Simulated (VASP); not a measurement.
# HgTe (Coloradoite): band structure with PBE

The system is HgTe (Coloradoite).

```
CELL_PARAMETERS angstrom
0.00000 3.21450 3.21450
3.21450 0.00000 3.21450
3.21450 3.21450 0.00000
ATOMIC_POSITIONS crystal
Hg 0.00000 0.00000 0.00000
Te 0.75000 0.75000 0.75000
```

```json
{
 "Program": "VASP 6.6.1",
 "Task": "band structure",
 "Functional": "PBE",
 "Potentials or basis": "VASP PAW PBE potentials, release 64 (Hg_sv_GW, Te_GW)",
 "Cutoff": "550 eV",
 "k mesh": "7 × 7 × 7",
 "Occupations": "fermi-dirac, width 0.05 eV",
 "Spin": "no spin polarisation",
 "Further INCAR settings": "ALGO = Normal; EDIFF = 1e-07; NBANDS = 20"
}
```

- Pressure: 4.4 GPa
- Band gap along the path: none (metal or under the smearing width)

Levels at the corners of the path, in eV from the Fermi level:
| point | band 9 | band 10 | band 11 | band 12 | band 13 | band 14 | band 15 | band 16 | band 17 | band 18 |
| --- | --- | --- | --- | --- | --- | --- | --- | --- | --- | --- |
| Γ | -6.94 | -6.94 | -0.73 | -0.04 | -0.04 | -0.04 | 4.18 | 4.18 | 4.18 | 6.42 |
| X | -6.87 | -6.46 | -5.57 | -2.38 | -2.38 | 1.85 | 2.41 | 8.21 | 8.91 | 8.91 |
| X | -6.87 | -6.46 | -5.57 | -2.38 | -2.38 | 1.85 | 2.41 | 8.21 | 8.91 | 8.91 |
| W | -6.98 | -6.29 | -5.67 | -2.79 | -2.66 | 3.11 | 4.58 | 5.26 | 6.12 | 9.55 |
| W | -6.98 | -6.29 | -5.67 | -2.79 | -2.66 | 3.11 | 4.58 | 5.26 | 6.12 | 9.55 |
| K | -6.91 | -6.38 | -5.60 | -3.04 | -1.98 | 2.20 | 3.98 | 7.01 | 7.18 | 7.70 |
| K | -6.91 | -6.38 | -5.60 | -3.04 | -1.98 | 2.20 | 3.98 | 7.01 | 7.18 | 7.70 |
| Γ | -6.94 | -6.94 | -0.73 | -0.04 | -0.04 | -0.04 | 4.18 | 4.18 | 4.18 | 6.42 |
| Γ | -6.94 | -6.94 | -0.73 | -0.04 | -0.04 | -0.04 | 4.18 | 4.18 | 4.18 | 6.42 |
| L | -6.92 | -6.62 | -5.64 | -1.06 | -1.06 | 0.66 | 5.00 | 5.00 | 6.79 | 7.87 |
| L | -6.92 | -6.62 | -5.64 | -1.06 | -1.06 | 0.66 | 5.00 | 5.00 | 6.79 | 7.87 |
| U | -6.91 | -6.38 | -5.60 | -3.04 | -1.98 | 2.20 | 3.98 | 7.01 | 7.18 | 7.70 |
| U | -6.91 | -6.38 | -5.60 | -3.04 | -1.98 | 2.20 | 3.98 | 7.01 | 7.18 | 7.70 |
| W | -6.98 | -6.29 | -5.67 | -2.79 | -2.66 | 3.11 | 4.58 | 5.26 | 6.12 | 9.55 |
| W | -6.98 | -6.29 | -5.67 | -2.79 | -2.66 | 3.11 | 4.58 | 5.26 | 6.12 | 9.55 |
| L | -6.92 | -6.62 | -5.64 | -1.06 | -1.06 | 0.66 | 5.00 | 5.00 | 6.79 | 7.87 |
| L | -6.92 | -6.62 | -5.64 | -1.06 | -1.06 | 0.66 | 5.00 | 5.00 | 6.79 | 7.87 |
| K | -6.91 | -6.38 | -5.60 | -3.04 | -1.98 | 2.20 | 3.98 | 7.01 | 7.18 | 7.70 |
| U | -6.91 | -6.38 | -5.60 | -3.04 | -1.98 | 2.20 | 3.98 | 7.01 | 7.18 | 7.70 |
| X | -6.87 | -6.46 | -5.57 | -2.38 | -2.38 | 1.85 | 2.41 | 8.21 | 8.91 | 8.91 |

Run time: 2 min on 1 thread of AMD EPYC 7R43 64-Core Processor (Zen 3) (shared host), peak memory 0.19 GiB.

Caveat: spin-orbit coupling is left out, which moves the levels of the heavy elements.
